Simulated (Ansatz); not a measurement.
**RuO2: pressure series**

Take RuO$_{2}$ in the rutile structure (space group P4_2/mnm, No. 136; a = 4.523 Å, c = 3.119 Å) as the base.

Cell and atoms are relaxed at each pressure.

Calculations: Ansatz (a quantum-chemistry and plane-wave program), PBE, PAW, cutoff 420 eV, spin-orbit coupling left out.

```csv
pressure (GPa),volume per atom (Å³/atom)
-2,10.723
-1,10.679
0,10.636
3,10.514
7,10.361
15,?
30,9.665
75,8.770
100,8.409
```

Task: Fit the third-order Birch–Murnaghan form P(V) = (3B₀/2)[(V₀/V)^(7/3) − (V₀/V)^(5/3)]·[1 + (3/4)(B₀′ − 4)((V₀/V)^(2/3) − 1)] (squares taken in P) to the rows shown and predict the withheld row.

Result: Least squares on the printed values gives V₀ = 10.636 Å³/atom, B₀ = 255 GPa, B₀′ = 4.3; this predicts 10.092 Å³/atom, and the run gives 10.090 Å³/atom, 0.002 lower.

Measured bulk modulus of RuO2: 270 GPa (room temperature; as listed in YANLING LI, ZHI ZENG, International Journal of Modern Physics C (2008)); the computed value is for a static lattice, so the two differ by thermal effects too.

Load acts through the strain it causes; cell and atoms are relaxed under it. No phonon test of stability was made. Competing high-pressure phases were not computed. No Hubbard U is applied, and correlation can decide whether such a compound is a metal. All final runs are without spin polarisation.
